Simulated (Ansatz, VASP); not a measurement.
## Two plane-wave programs on Au

INCAR

```
ALGO = Normal
EDIFF = 1E-6
ENCUT = 520
GGA = PE
ISIF = 2
ISMEAR = 1
LASPH = True
LCHARG = False
LREAL = False
LWAVE = False
NBANDS = 12
NELM = 80
PREC = Accurate
SIGMA = 0.2
```

KPOINTS

```
k-points
0
Gamma
  13 13 13
```

File POSCAR:

```
Au
1.0
    0.0000000000      2.0782552709      2.0782552709
    2.0782552709      0.0000000000      2.0782552709
    2.0782552709      2.0782552709      0.0000000000
Au
1
Direct
    0.0000000000      0.0000000000      0.0000000000
```

Input for Ansatz:

```yaml
crystal:
  lattice:
    - [0.0, 2.0782552709, 2.0782552709]
    - [2.0782552709, 0.0, 2.0782552709]
    - [2.0782552709, 2.0782552709, 0.0]
  atoms:
    - { symbol: Au, position: [0.0, 0.0, 0.0] }
hamiltonian:
  xc: pbe
  pseudopotentials:
    kind: paw
    azcp:
      Au: "pseudopotentials/Au.paw.azcp"
basis:
  ecutwfc: 420
  fft_grid_basis: typed
kpoints:
  mp_grid: { grid: [13, 13, 13], shift: [0, 0, 0] }
magnetization:
  spin_polarized: false
scf:
  occupations: { method: cold, width: 0.2 }
  lower_state_search: "off"
output:
  stress: true
  write_density: true
  write_potential: true
  elf: true
  volumetric_format: npy
```

Alike in both runs: task single point; functional PBE; k mesh 13 × 13 × 13; no spin polarisation.

|  | VASP | Ansatz |
| --- | --- | --- |
| version | VASP 6.6.1 | Ansatz 0.2.0 |
| potentials or method | VASP PAW PBE potentials, release 64 (Au) | plane waves (420 eV) with PAW, scalar-relativistic |
| plane-wave cutoff (eV) | 520 | 420 |
| occupations | methfessel-paxton of order 1, width 0.2 eV | cold, width 0.2 eV |
| valence electrons in the cell | 11 | 19 |

VASP gave:

- pressure (GPa): -0.4

Q: Which values does Ansatz return?

A: Pressure (GPa): -0.1.

The two sets of potentials don't hold the same shells in valence.

Spin-orbit coupling is left out, which matters for the levels of Au.
